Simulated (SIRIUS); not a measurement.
Si2W:

```
W Si
1.0
    -1.60690    1.60690    3.91495
     1.60690   -1.60690    3.91495
     1.60690    1.60690   -3.91495
W Si
1 2
Cartesian
  0.0000 0.0000 0.0000
  0.0000 0.0000 5.2092
  0.0000 0.0000 2.6207
```

Base run:

- Program: SIRIUS 7.10.0
- Functional: PBE
- Potentials or basis: SSSP 1.3.0 PBE efficiency
- Cutoff: 828 eV
- Density cutoff: 6645 eV
- k mesh: 8 × 8 × 8
- Occupations: fermi-dirac, width 0.05 eV
- Spin: no spin polarisation

Its results: band gap on the k mesh none (metal or under the smearing width); pressure 3.4 GPa; largest force 0.032 eV/Å.

**Question.** After a change of settings the same cell gave: band gap on the k mesh none (metal or under the smearing width); pressure 2.0 GPa; largest force 0.031 eV/Å. Which change was it?
A. potentials or basis from SSSP 1.3.0 PBE efficiency to GBRV 1.5 PBE (ultrasoft); cutoff from 828 eV to 557 eV; density cutoff from 6645 eV to 5442 eV
B. potentials or basis from SSSP 1.3.0 PBE efficiency to SPMS 1.0 PBE (norm-conserving); cutoff from 828 eV to 1030 eV; density cutoff from 6645 eV to 4119 eV
C. potentials or basis from SSSP 1.3.0 PBE efficiency to PseudoDojo 0.4.1 PBE standard (scalar relativistic); cutoff from 828 eV to 1030 eV; density cutoff from 6645 eV to 4119 eV
D. potentials or basis from SSSP 1.3.0 PBE efficiency to PseudoDojo 0.5 PBE standard (scalar relativistic); cutoff from 828 eV to 1030 eV; density cutoff from 6645 eV to 4119 eV

**Answer.** A.
